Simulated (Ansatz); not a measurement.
Eigenvalues along a path: ZnSe (CsCl type)

```yaml
crystal:
  lattice:
    - [2.74744, 0.00000, 0.00000]
    - [0.00000, 2.74744, 0.00000]
    - [0.00000, 0.00000, 2.74744]
  atoms:
    - { symbol: Zn, position: [0.00000, 0.00000, 0.00000] }
    - { symbol: Se, position: [0.50000, 0.50000, 0.50000] }
```

The cell comes from a relaxation on PAW files under the same functional, begun from a prototype that needn't be the stable phase.

All numbers are PBE results (scalar-relativistic) from Ansatz 0.2.0, with a Γ-centred 15×15×15 k mesh, Fermi–Dirac smearing of 0.08 eV, no spin polarisation. Methods: LAPW: all electrons, basis error target 1 meV/atom.

This run: volume at 0.55 of the series' base cell.

Path points, in fractions of the reciprocal vectors: Γ (0.000, 0.000, 0.000), X (0.000, 0.500, 0.000), M (0.500, 0.500, 0.000), R (0.500, 0.500, 0.500). The distance column jumps between branches of the path. Levels in eV from the Fermi level; bands 14 to 25, counted from the lowest band of the run. The gap is zero, the pressure 149.3 GPa.

```
# k(1/Å) point b14 b15 b16 b17 b18 b19 b20 b21 b22 b23 b24 b25
0.000 Γ -20.85 -9.80 -9.80 -8.66 -8.66 -8.66 -2.44 -2.44 -2.44 2.96 4.83 4.83
0.143 - -20.78 -9.81 -9.79 -8.69 -8.69 -8.65 -3.12 -2.34 -2.34 3.27 4.86 5.41
0.286 - -20.56 -9.86 -9.77 -8.78 -8.78 -8.65 -4.53 -2.03 -2.03 3.65 4.96 7.08
0.429 - -20.21 -10.02 -9.73 -8.91 -8.91 -8.64 -5.97 -1.55 -1.55 3.97 5.11 9.30
0.572 - -19.73 -10.48 -9.68 -9.05 -9.05 -8.63 -7.07 -0.93 -0.93 4.34 5.32 11.29
0.715 - -19.15 -11.33 -9.64 -9.18 -9.18 -8.63 -7.64 -0.22 -0.22 4.78 5.57 9.85
0.858 - -18.51 -12.35 -9.60 -9.29 -9.29 -8.62 -7.85 0.50 0.50 5.29 5.82 8.50
1.001 - -17.93 -13.22 -9.57 -9.35 -9.35 -8.61 -7.91 1.10 1.10 5.81 6.02 7.52
1.143 X -17.68 -13.58 -9.56 -9.38 -9.38 -8.61 -7.92 1.35 1.35 6.06 6.10 7.15
1.286 - -17.62 -13.51 -9.54 -9.39 -9.36 -8.63 -7.92 0.51 1.37 5.81 6.16 7.05
1.429 - -17.46 -13.28 -9.50 -9.42 -9.32 -8.67 -7.92 -1.09 1.42 3.86 6.40 7.57
1.572 - -17.20 -12.91 -9.49 -9.44 -9.27 -8.74 -7.94 -2.75 1.51 1.96 6.79 8.08
1.715 - -16.85 -12.41 -9.57 -9.37 -9.20 -8.82 -7.97 -4.28 0.21 1.62 7.33 8.78
1.858 - -16.45 -11.81 -9.69 -9.31 -9.13 -8.90 -8.02 -5.58 -1.32 1.75 8.02 9.65
2.001 - -16.06 -11.13 -9.84 -9.32 -9.07 -8.96 -8.11 -6.57 -2.55 1.86 8.84 10.57
2.144 - -15.75 -10.47 -10.00 -9.45 -9.03 -9.00 -8.21 -7.18 -3.37 1.94 9.78 10.60
2.287 M -15.63 -10.07 -10.07 -9.64 -9.02 -9.02 -8.26 -7.38 -3.66 1.97 10.62 10.62
2.489 - -15.88 -10.59 -10.04 -9.36 -9.03 -9.00 -8.15 -7.06 -3.06 1.90 9.28 10.79
2.691 - -16.61 -10.93 -9.98 -9.25 -9.05 -8.96 -7.81 -6.60 -1.29 1.62 7.86 10.61
2.893 - -17.63 -10.78 -9.92 -9.25 -9.06 -8.91 -7.22 -6.24 1.01 1.31 6.68 10.55
3.095 - -18.68 -10.33 -9.88 -9.26 -9.03 -8.84 -6.36 -5.84 0.14 4.34 5.85 11.30
3.298 - -19.59 -9.93 -9.84 -9.18 -8.95 -8.77 -5.29 -5.20 -0.82 4.91 7.90 9.85
3.500 - -20.28 -9.82 -9.79 -8.93 -8.82 -8.71 -4.24 -4.08 -1.66 4.39 6.92 7.52
3.702 - -20.71 -9.81 -9.79 -8.73 -8.71 -8.67 -3.08 -2.96 -2.24 3.63 5.23 5.61
3.904 Γ -20.85 -9.80 -9.80 -8.66 -8.66 -8.66 -2.44 -2.44 -2.44 2.96 4.83 4.83
4.152 - -20.64 -9.80 -9.80 -8.76 -8.70 -8.70 -3.05 -2.86 -2.86 4.11 5.65 5.65
4.399 - -20.00 -9.79 -9.79 -9.01 -8.85 -8.85 -4.05 -3.69 -3.69 6.54 7.70 7.70
4.647 - -18.99 -9.82 -9.82 -9.25 -9.02 -9.02 -4.92 -4.43 -4.43 7.05 8.98 8.98
4.894 - -17.67 -10.06 -10.06 -9.22 -9.03 -9.03 -5.73 -4.87 -4.87 4.47 5.95 5.95
5.142 - -16.17 -10.48 -10.48 -8.83 -8.83 -8.73 -6.69 -4.98 -4.98 2.26 3.26 3.26
5.389 - -14.62 -10.89 -10.89 -8.55 -8.55 -8.52 -6.99 -4.75 -4.75 0.71 0.98 0.98
5.637 - -13.09 -11.18 -11.18 -9.90 -8.32 -8.32 -5.29 -4.21 -4.21 -0.83 -0.83 -0.55
5.885 R -11.74 -11.28 -11.28 -11.28 -8.24 -8.24 -3.76 -3.76 -3.76 -1.70 -1.70 -1.70
6.087 - -12.80 -11.23 -11.20 -10.18 -8.32 -8.27 -4.77 -4.58 -3.70 -1.47 -1.06 -0.50
6.289 - -13.98 -11.15 -10.98 -8.96 -8.53 -8.39 -6.26 -5.54 -3.49 -0.80 -0.32 1.68
6.491 - -15.04 -11.19 -10.65 -8.79 -8.66 -8.25 -7.30 -5.70 -3.11 0.23 0.36 4.23
6.693 - -15.96 -11.62 -10.28 -9.05 -8.91 -8.41 -7.72 -4.65 -2.51 1.20 1.52 6.96
6.895 - -16.70 -12.33 -9.91 -9.27 -8.88 -8.80 -7.86 -3.07 -1.66 2.33 3.03 9.19
7.097 - -17.24 -12.99 -9.62 -9.43 -9.12 -8.75 -7.91 -1.30 -0.56 3.80 4.68 8.89
7.300 - -17.56 -13.43 -9.53 -9.44 -9.31 -8.65 -7.92 0.42 0.66 5.61 6.29 7.09
7.502 X -17.68 -13.58 -9.56 -9.38 -9.38 -8.61 -7.92 1.35 1.35 6.06 6.10 7.15
9.119 R -11.74 -11.28 -11.28 -11.28 -8.24 -8.24 -3.76 -3.76 -3.76 -1.70 -1.70 -1.70
9.262 - -12.43 -11.25 -11.25 -10.55 -8.29 -8.24 -4.31 -4.31 -3.66 -1.88 -1.03 -1.03
9.405 - -13.24 -11.18 -11.18 -9.67 -8.45 -8.24 -5.24 -5.24 -3.33 -2.29 0.27 0.27
9.548 - -13.95 -11.07 -11.07 -8.88 -8.69 -8.24 -6.16 -6.16 -2.75 -2.72 1.80 1.80
9.690 - -14.54 -10.90 -10.90 -8.96 -8.26 -8.25 -6.99 -6.99 -3.08 -1.87 3.48 3.48
9.833 - -15.02 -10.70 -10.70 -9.23 -8.25 -7.83 -7.72 -7.72 -3.34 -0.76 5.30 5.30
9.976 - -15.36 -10.45 -10.45 -9.45 -8.34 -8.34 -8.26 -7.57 -3.52 0.47 7.23 7.23
10.119 - -15.56 -10.20 -10.20 -9.59 -8.81 -8.81 -8.26 -7.42 -3.62 1.52 9.23 9.23
10.262 M -15.63 -10.07 -10.07 -9.64 -9.02 -9.02 -8.26 -7.38 -3.66 1.97 10.62 10.62
```
